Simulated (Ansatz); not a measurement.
Au under changes of volume

One of the cells (19.549 Å³/atom); the others are scaled copies at fixed shape and fractional positions:

```
Au
1.0
     2.81549    0.00000    0.00000
    -0.01296    2.82018    0.00000
    -1.13789   -1.18541    4.92401
Au
2
Direct
  0.67286 0.66596 0.27405
  0.32714 0.33404 0.72594
```

This isn't the form of Au at room conditions, which is fcc.

- Program: Ansatz 0.2.0
- Functional: PBEsol
- Potentials or basis: Ansatz PAW
- Cutoff: 420 eV (not typed: the program's choice for these potentials)
- k mesh: 10 × 10 × 6
- Occupations: fermi-dirac, width 0.05 eV
- Spin: no spin polarisation

| volume (Å³/atom) | energy over the lowest point (meV/atom) | pressure (GPa) | largest force (eV/Å) |
| --- | --- | --- | --- |
| 18.376 | 0.00 | -0.2 | 0.074 |
| 18.767 | 4.24 | -3.2 | 0.089 |
| 19.158 | 15.27 | -5.8 | 0.108 |
| 19.549 | 32.13 | -8.0 | 0.127 |
| 19.940 | 53.98 | -9.9 | 0.145 |
| 20.331 | ? | ? | ? |
| 20.722 | 109.89 | -12.9 | 0.176 |

What does the run at 20.331 Å³/atom give?

Energy over the lowest point 80.10 meV/atom; pressure -11.5 GPa; largest force 0.162 eV/Å.

Worked out: A Birch-Murnaghan fit of order 3 (a polynomial in V^(-2/3)) to the other rows has its minimum at 18.35 Å³/atom, just outside them, with B0 = V·E''(V) = 153 GPa and B' = 6.0 at fixed shape and positions, which overstates the stiffness. It gives 80.12 meV/atom at 20.331 Å³/atom, against the run's 80.10, and -dE/dV = -11.5 GPa, against -11.5.

Energies are extrapolated to zero smearing.

Caveats: the PAW data sets come from PBE, with cores solved anew for the run's functional, which leaves a small shift of forces and pressure.
